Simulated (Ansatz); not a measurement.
# ZnS (F-43m) in Ansatz: further runs, part 2 of 2

Ansatz 0.2.0. The steps go on from the part before.

### 3 Relaxation of cell and atoms, SVWN5

Input file input.yaml:

```yaml
crystal:
  lattice:
    - [0.0, 2.702, 2.702]
    - [2.702, 0.0, 2.702]
    - [2.702, 2.702, 0.0]
  atoms:
    - { symbol: Zn, position: [0.75, 0.75, 0.75] }
    - { symbol: S, position: [0.0, 0.0, 0.0] }
hamiltonian:
  xc: { exchange: slater, correlation: vwn5 }
  pseudopotentials: { kind: paw }
kpoints:
  mp_grid: { grid: [9, 9, 9] }
scf:
  occupations: { method: fermi_dirac, width: 0.05 }
output:
  forces: true
  stress: true
relax:
  f_tol: 0.01
  max_steps: 40
  cell: { stress_tol: 0.05 }
```

Potentials or basis: Ansatz PAW.

Launch:

```
> ansatz run input.yaml --threads 2 --pin off --max-ram 5120MiB --backend cpu --events-out ev --progress --plain --runs-dir out
```

Output:

```text
Warning: RAYON_NUM_THREADS=2 ignored (pool sized by the plan → 2); use --threads N
Engine: ansatz 0.2.0, aarch64-unknown-linux-gnu
Pseudopotentials: kind: paw
Pseudopotential: Zn, paw, valence charge 12, recommended cutoff 420 eV (normal), Zn.paw.azcp
Pseudopotential: S, paw, valence charge 6, recommended cutoff 420 eV (normal), S.paw.azcp
Functional definition: unnamed
  exchange = slater_x
  correlation = vwn5_c
Crystal: 2 atoms, lattice volume = 39.454 Å³
Basis set: ecut = 420 eV, 749 PW (Γ)
Bands: 13, of which v1, the nominal top of the filled ones, is band 9 counted from 1 (8 counted from 0)
Symmetry: 24 space group operations
Space group: F-43m (ITA 216), of the structure as read, at distance tolerance 3.4e-5 Å
k-points: 35 of 729 (time reversal used)
Non-local potential: Zn, projectors of the file, l = 0: 2, l = 1: 2, l = 2: 3, l = 3: 1
Non-local potential: S, projectors of the file, l = 0: 2, l = 1: 2, l = 2: 2
PAW form: soft (Blöchl's): semilocal exchange-correlation on the pseudo side does not see the compensation charge
PAW frozen core: Zn, regenerated for the run's functional, and the local potential with it (the file was generated under x = pbe(κ = 0.804, μ = 0.2195149727645171), c = pbe(β = 0.06672455060314922))
PAW frozen core: S, regenerated for the run's functional, and the local potential with it (the file was generated under x = pbe(κ = 0.804, μ = 0.2195149727645171), c = pbe(β = 0.06672455060314922))
PAW one-centre angular grid: Zn, 590 points (default); XC on 64 Gauss nodes
PAW one-centre angular grid: S, 110 points (default); XC on 64 Gauss nodes
Initial density: superposition of atomic densities (neutral atoms: chi_scale 0, normalization atom), corrected by the library's trained network
Initial wavefunctions: pseudopotential atomic-orbital guess
Functional: x = slater, c = vwn5
SCF iter   1: F=—  HF=-4117.902452 eV  |F-HF|=—  |Δ(HF+E_count)|=         —  Δρ=7.04e-3  dr2=1.92e-2  ethr=1.77e-3  ⟨swp⟩=5.1  Hψ=2655  notcnv=0
preconditioner: auto → none  [insulator: Δε(μ)=1.788 eV  Ē_g=12.119 eV  σ=0.050 eV  W_gap=1.00  n_scr=14 (ndim 8)  ℏωp=25.1 eV  f_vac=0.026  D(μ)=0.00/eV (n_scr^D=0)  ε∞_Penn≈5.3]
SCF iter   2: F=—  HF=-4117.896517 eV  |F-HF|=—  |Δ(HF+E_count)|=   5.94e-3  Δρ=2.41e-3  dr2=1.07e-3  ethr=1.07e-4  ⟨swp⟩=3.0  Hψ=1175  notcnv=0
SCF iter   3: F=—  HF=-4117.896218 eV  |F-HF|=—  |Δ(HF+E_count)|=   2.99e-4  Δρ=1.07e-3  dr2=2.16e-4  ethr=5.96e-6  ⟨swp⟩=2.0  Hψ=770  notcnv=0
SCF iter   4: F=—  HF=-4117.896171 eV  |F-HF|=—  |Δ(HF+E_count)|=   4.69e-5  Δρ=2.11e-4  dr2=1.04e-5  ethr=1.20e-6  ⟨swp⟩=2.1  Hψ=773  notcnv=0
SCF iter   5: F=—  HF=-4117.896167 eV  |F-HF|=—  |Δ(HF+E_count)|=   4.35e-6  Δρ=3.94e-5  dr2=6.24e-7  ethr=5.80e-8  ⟨swp⟩=2.0  Hψ=735  notcnv=0
SCF iter   6: F=-4117.896166 eV  HF=-4117.896166 eV  |F-HF|=1.09e-8  |Δ(HF+E_count)|=   1.85e-7  Δρ=8.38e-6  dr2=1.36e-8  ethr=5.56e-10  ⟨swp⟩=4.2  Hψ=1550  notcnv=0
SCF 1 converged in 6 iterations: F = -4117.896166 eV  dr2 = 1.36e-8
relax step   1: F+E_penalty+E_count = -4117.89616644 eV  Δ(F+E_penalty+E_count) = +0.000e0 eV  max|allowed force component| = 2.128e-16 eV/Å  Δτ_max = 0.0000 Å  P = -4.605 GPa  Ω = 39.454 Å³  (6 SCF iters, dr2 threshold 1.00e-7 eV, accepted)
Crystal: 2 atoms, lattice volume = 38.064 Å³
Basis set: ecut = 420 eV, 725 PW (Γ)
Initial density: handed on by an earlier stage of this run
Initial wavefunctions: those handed on with the density
iter 1 solved again at ethr=6.98e-6 eV; its pass at ethr=3.10e-3 eV (dr2=1.26e-3 eV) is discarded
SCF iter   1: F=—  HF=-4117.926226 eV  |F-HF|=—  |Δ(HF+E_count)|=         —  Δρ=1.88e-3  dr2=1.25e-3  ethr=6.98e-6  ⟨swp⟩=1.9  Hψ=3178  notcnv=0
preconditioner: auto → none  [insulator: Δε(μ)=2.028 eV  Ē_g=12.305 eV  σ=0.050 eV  W_gap=1.00  n_scr=14 (ndim 8)  ℏωp=25.5 eV  f_vac=0.009  D(μ)=0.00/eV (n_scr^D=0)  ε∞_Penn≈5.3]
SCF iter   2: F=—  HF=-4117.925868 eV  |F-HF|=—  |Δ(HF+E_count)|=   3.57e-4  Δρ=5.77e-4  dr2=1.41e-4  ethr=6.93e-6  ⟨swp⟩=3.0  Hψ=770  notcnv=0
[... 15 lines left out ...]
relax step   3: F+E_penalty+E_count = -4117.93219223 eV  Δ(F+E_penalty+E_count) = -6.380e-3 eV  max|allowed force component| = 5.551e-17 eV/Å  Δτ_max = 0.0000 Å  P = +0.248 GPa  Ω = 37.019 Å³  energy of the carried Pulay correction = +7.317e-4 eV  (5 SCF iters, dr2 threshold 2.00e-7 eV, accepted)
Crystal: 2 atoms, lattice volume = 37.129 Å³
iter 1 solved again at ethr=6.84e-8 eV; its pass at ethr=3.10e-3 eV (dr2=1.23e-5 eV) is discarded
SCF iter   1: F=—  HF=-4117.932243 eV  |F-HF|=—  |Δ(HF+E_count)|=         —  Δρ=1.79e-4  dr2=1.08e-5  ethr=6.84e-8  ⟨swp⟩=2.0  Hψ=3083  notcnv=0
preconditioner: auto → none  [insulator: Δε(μ)=2.129 eV  Ē_g=12.437 eV  σ=0.050 eV  W_gap=1.00  n_scr=14 (ndim 8)  ℏωp=25.9 eV  f_vac=0.013  D(μ)=0.00/eV (n_scr^D=0)  ε∞_Penn≈5.3]
SCF iter   2: F=—  HF=-4117.932240 eV  |F-HF|=—  |Δ(HF+E_count)|=   3.18e-6  Δρ=5.17e-5  dr2=1.21e-6  ethr=6.01e-8  ⟨swp⟩=2.6  Hψ=733  notcnv=0
SCF iter   3: F=—  HF=-4117.932239 eV  |F-HF|=—  |Δ(HF+E_count)|=   3.77e-7  Δρ=5.36e-5  dr2=5.44e-7  ethr=8.53e-10  ⟨swp⟩=5.0  Hψ=1769  notcnv=0
SCF iter   4: F=-4117.932239 eV  HF=-4117.932239 eV  |F-HF|=1.93e-8  |Δ(HF+E_count)|=   1.77e-7  Δρ=4.26e-6  dr2=7.16e-9  ethr=8.53e-10  ⟨swp⟩=3.1  Hψ=1881  notcnv=0
SCF 4 converged in 4 iterations: F = -4117.932239 eV  dr2 = 7.16e-9
relax step   4: F+E_penalty+E_count = -4117.93223928 eV  Δ(F+E_penalty+E_count) = -4.705e-5 eV  max|allowed force component| = 4.163e-17 eV/Å  Δτ_max = 0.0000 Å  P = -0.011 GPa  Ω = 37.129 Å³  energy of the carried Pulay correction = +6.977e-4 eV  (4 SCF iters, dr2 threshold 1.54e-7 eV, accepted)
Initial wavefunctions: pseudopotential atomic-orbital guess (no wavefunctions were taken with the density)
iter 1 solved again at ethr=2.17e-7 eV; its pass at ethr=3.10e-3 eV (dr2=3.91e-5 eV) is discarded
SCF iter   1: F=—  HF=-4117.931535 eV  |F-HF|=—  |Δ(HF+E_count)|=         —  Δρ=7.82e-5  dr2=4.79e-7  ethr=2.17e-7  ⟨swp⟩=3.1  Hψ=3922  notcnv=0
preconditioner: auto → none  [insulator: Δε(μ)=2.130 eV  Ē_g=12.437 eV  σ=0.050 eV  W_gap=1.00  n_scr=14 (ndim 8)  ℏωp=25.9 eV  f_vac=0.014  D(μ)=0.00/eV (n_scr^D=0)  ε∞_Penn≈5.3]
SCF iter   2: F=—  HF=-4117.931534 eV  |F-HF|=—  |Δ(HF+E_count)|=   1.27e-6  Δρ=6.61e-5  dr2=6.47e-7  ethr=2.66e-9  ⟨swp⟩=2.0  Hψ=750  notcnv=0
SCF iter   3: F=—  HF=-4117.931534 eV  |F-HF|=—  |Δ(HF+E_count)|=   1.62e-7  Δρ=3.16e-5  dr2=2.44e-7  ethr=2.66e-9  ⟨swp⟩=2.0  Hψ=735  notcnv=0
SCF iter   4: F=—  HF=-4117.931534 eV  |F-HF|=—  |Δ(HF+E_count)|=   1.70e-7  Δρ=2.91e-6  dr2=1.11e-9  ethr=1.36e-9  ⟨swp⟩=2.0  Hψ=735  notcnv=0
SCF iter   5: F=—  HF=-4117.931534 eV  |F-HF|=—  |Δ(HF+E_count)|=  1.46e-10  Δρ=1.01e-6  dr2=8.48e-11  ethr=6.16e-12  ⟨swp⟩=2.8  Hψ=770  notcnv=0
SCF iter   6: F=-4117.931534 eV  HF=-4117.931534 eV  |F-HF|=0.00e0  |Δ(HF+E_count)|=  5.28e-11  Δρ=1.15e-7  dr2=9.52e-13  ethr=1.00e-12  ⟨swp⟩=5.0  Hψ=1855  notcnv=0
SCF 5 converged in 6 iterations: F = -4117.931534 eV  dr2 = 9.52e-13
relax step   5: F+E_penalty+E_count = -4117.93153366 eV  Δ(F+E_penalty+E_count) = +7.056e-4 eV  max|allowed force component| = 3.469e-17 eV/Å  Δτ_max = 0.0000 Å  P = -0.012 GPa  Ω = 37.129 Å³  stress off target by 1.20e-2 GPa  SCF on the basis re-selected at this cell (its energy is not comparable with the rows above)  (6 SCF iters)
basis re-selected at this cell: Δ(F+E_penalty+E_count) = +7.056e-4 eV, ΔP = -0.001 GPa vs the last step (what re-selecting the basis moved, of the pressure what is left beyond the Pulay correction that the steps carried, after the strain that the cell walked since its last selection, with what the two solves' SCF thresholds leave and, on support functions, any second-order correction that the steps lacked; it is no measure of the basis error at this ecutwfc). This SCF's stress stands 1.20e-2 GPa from its target on what of the cell is left free (relax.cell.stress_tol is 5.00e-2 GPa) and its largest allowed force component is 3.47e-17 eV/Å (relax.f_tol is 1.00e-2 eV/Å): within both
SCF converged after 6 iterations
Free energy (F): -4117.931534 eV
Harris-Foulkes:  -4117.931534 eV  (|F-HF|=0.00e0)
Internal energy: -4117.931534 eV  (E = F + TS)
E sigma→0 (E₀):  -4117.931534 eV
Fermi energy:    7.421175 eV
--- Per-component energies (eV) ---
  E_band       = 8.855905
  E_kinetic    = 240.286991
  E_local      = -2006.093091  (includes V_loc(G=0)·N_el)
  E_nonlocal   = 645.963398
  E_hartree    = 837.004418
  E_xc         = -232.713255
  E_vxc        = -142.401202  (∫ρ·V_xc dr)
  E_paw        = -2325.088503  (= ΣΔE_a)
  E_vpaw       = -402.908656  (= ΣTr[D̂ρ^β])
  E_aug_tail   = -0.000370  (compensation charges beyond the density's cutoff)
  E_ewald      = -1279.003864
  E_core_change = 1.712742  (= ΣΔE_core)
  E_smearing   = -0.000000  (= −TS)
  E_closure    = -0.000000  (closes the sum)
  Σ components = -4117.931534   (vs F -4117.931534, Δ=0.00e0)
--- Forces (eV/Å), atoms counted from 1 ---
  atom   1  Zn     0.00000000    -0.00000000    -0.00000000
  atom   2  S      0.00000000     0.00000000     0.00000000
  max |Σ_I F_I| component: 1.85e-17 eV/Å
--- Stress (GPa, compression-positive) ---
       -0.012016      -0.000000      -0.000000
       -0.000000      -0.012016      -0.000000
       -0.000000      -0.000000      -0.012016
  P = ⅓ Tr σ = -0.0120 GPa (-0.120 kbar)
--- Relaxed structure (4 steps of the walk, 4 accepted, 1 SCFs on fresh bases) ---
  F+E_penalty+E_count = -4117.93153366 eV   max|allowed force component| = 3.469e-17 eV/Å   (the final SCF, on the basis selected at the relaxed cell)
  cell:  # Å, volume = 37.1294 Å³
    - [-1.2483661480594192e-33, 2.647866004555979, 2.647866004555979]
    - [2.647866004555979, 1.8088570716779347e-33, 2.647866004555979]
    - [2.647866004555979, 2.647866004555979, 3.3629455417110884e-33]
  atoms:
    - { symbol: Zn, position: [0.7499999999999999, 0.7499999999999999, 0.7499999999999999] }
    - { symbol: S, position: [3.979684994878631e-34, -7.1871923041837976e-34, -5.405243799014261e-34] }
```

Run time: 3.5 s. Hardware: 2 threads of Arm Neoverse V2, shared host; peak memory 0.3 GiB.

What came out:

| Quantity | Value |
| --- | --- |
| Free energy | -4117.9315 eV |
| Relaxed volume | 18.56 Å³/atom |
| Relaxed cell | a = 3.745 Å, b = 3.745 Å, c = 3.745 Å, α = 60.00°, β = 60.00°, γ = 60.00° |
| Space group after relaxing (to 0.05 Å) | F-43m (No. 216) |
| Energy gained by relaxing | 17.7 meV/atom |
| Ionic steps | 5 |
| Pressure after relaxing | 0.0 GPa |
| Band gap on the k mesh | 2.13 eV |

The path:
```
step  energy change (eV)  largest force (eV/Å)  volume (Å³)
   1              0.0000                0.0000        39.45
   2             -0.0296                0.0000        38.06
   3             -0.0360                0.0000        37.02
   4             -0.0361                0.0000        37.13
   5             -0.0354                0.0000        37.13
```

Final structure:
```
CELL_PARAMETERS angstrom
0.00000 2.64787 2.64787
2.64787 0.00000 2.64787
2.64787 2.64787 0.00000
ATOMIC_POSITIONS crystal
Zn 0.75000 0.75000 0.75000
S 0.00000 0.00000 0.00000
```

Caveat: odd divisions of the mesh miss points on the zone boundary, where band edges often lie, so the gap on the mesh can be too wide; the plane-wave basis is chosen anew once the cell has moved, so the energies of steps on either side of that aren't comparable; the PAW data sets come from PBE, with cores solved anew for the run's functional, which leaves a small shift of forces and pressure.

### 4 Single point, PBE

Input file input.yaml:

```yaml
crystal:
  lattice:
    - [0.0, 2.702, 2.702]
    - [2.702, 0.0, 2.702]
    - [2.702, 2.702, 0.0]
  atoms:
    - { symbol: Zn, position: [0.75, 0.75, 0.75] }
    - { symbol: S, position: [0.0, 0.0, 0.0] }
hamiltonian:
  xc: pbe
  pseudopotentials: { kind: paw }
kpoints:
  mp_grid: { grid: [9, 9, 9] }
scf:
  occupations: { method: fermi_dirac, width: 0.05 }
basis:
  ecutwfc: "500 eV"
output:
  forces: true
  stress: true
  eigenvalues: true
```

Launch:

```
> ansatz run input.yaml --threads 2 --pin off --max-ram 5120MiB --backend cpu --events-out ev --progress --plain --runs-dir out
```

It took 0.99 s on 2 threads of Arm Neoverse V2, shared host; peak memory 0.32 GiB.

It converged, with:

```
Free energy            : -4222.7328 eV
Pressure               : 1.6 GPa
Band gap on the k mesh : 2.11 eV, direct
```

Levels at points of the mesh, in eV from the valence-band top:
```tsv
k point	band 7	band 8	band 9	band 10	band 11	band 12
(0.00, 0.00, 0.00)	0.00	0.00	0.00	2.11	6.37	6.37
```

Caveat: odd divisions of the mesh miss points on the zone boundary, where band edges often lie, so the gap on the mesh can be too wide.

### 5 Overview

```tsv
task	level	cell	cutoff (eV)	gap on the mesh (eV)	pressure (GPa)	relaxed volume (Å³/atom)
relaxation of cell and atoms	PBEsol	relaxed	420	2.09	0.0	19.20
relaxation of cell and atoms	SVWN5	relaxed	420	2.13	0.0	18.56
single point	PBE	as given	500	2.11	1.6	-
```

Alike in all rows: potentials or basis Ansatz PAW; no spin polarisation; k mesh 9 × 9 × 9; smearing fermi-dirac 0.05 eV.

Caveats: odd divisions of the mesh miss points on the zone boundary, where band edges often lie, so the gap on the mesh can be too wide; the plane-wave basis is chosen anew once the cell has moved, so the energies of steps on either side of that aren't comparable (some runs); the PAW data sets come from PBE, with cores solved anew for the run's functional, which leaves a small shift of forces and pressure (some runs).

Absolute energies hang on the potentials; compare differences alone.

### 6 How close it comes

Step 4. Against the measured gap of ZnS, 3.85 eV (direct; 19 K; quoted in “Electronic, vibrational, and thermodynamic properties of ZnS (zincblende and rocksalt structure)”, 2009, arxiv:0911.5022), the calculated 2.11 eV is off by -1.74 eV. The value is that of PBE, without temperature or zero-point motion. Semilocal functionals fall short of measured gaps as a rule.
